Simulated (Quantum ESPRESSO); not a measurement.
Runs of Quantum ESPRESSO 7.5 on InAs. It takes space group F-43m (No. 216, cubic). The conventional cell has a = 6.036 Å, b = 6.036 Å, c = 6.036 Å, α = 90.00°, β = 90.00°, γ = 90.00°. In (site symmetry -43m) has 4 As at 2.61 Å as nearest neighbours. As (site symmetry -43m) has 4 In at 2.61 Å as nearest neighbours. 

```tsv
task	level	potentials or basis	cutoff (eV)	form of the LDA correlation	gap on the mesh (eV)	pressure (GPa)	V0 of scaled cells (Å³/atom)	B0 (GPa)
band structure	LDA	GBRV 1.5 LDA	612	PZ81	none	-0.6	-	-
band structure	PBE	GBRV 1.5 PBE	612	-	none	3.9	-	-
equation of state	PBE+rVV10	PseudoDojo 0.4.1 SR PBE standard	1143	-	-	-	(a)	55
band structure	revPBE	PseudoDojo 0.4.1 SR PBE standard	1143	-	none	5.8	-	-
equation of state	PBE+D2	PseudoDojo 0.4.1 SR PBE standard	1143	-	-	-	(b)	54
```

Alike in all rows: no spin polarisation; cell as given; k mesh 8 × 8 × 8; smearing fermi-dirac 0.05 eV.

Problem. Fill in the values left out.

Solution. (a) 28.67; (b) 27.73.

Caveats: spin-orbit coupling is left out, which moves the levels of the heavy elements (some runs); this crystal is a semiconductor, whose small gap the functional closes, so the metal is an error of the method (some runs); rVV10's parameter b was fitted to another functional (some runs); the potentials were made for another functional, which shifts forces and pressure (some runs).

A k mesh can miss the band edges, and the runs leave out spin-orbit coupling on As, In.

A gap of «none» marks a metal or a gap under the smearing width.

The runs don't all hold the same shells in valence.
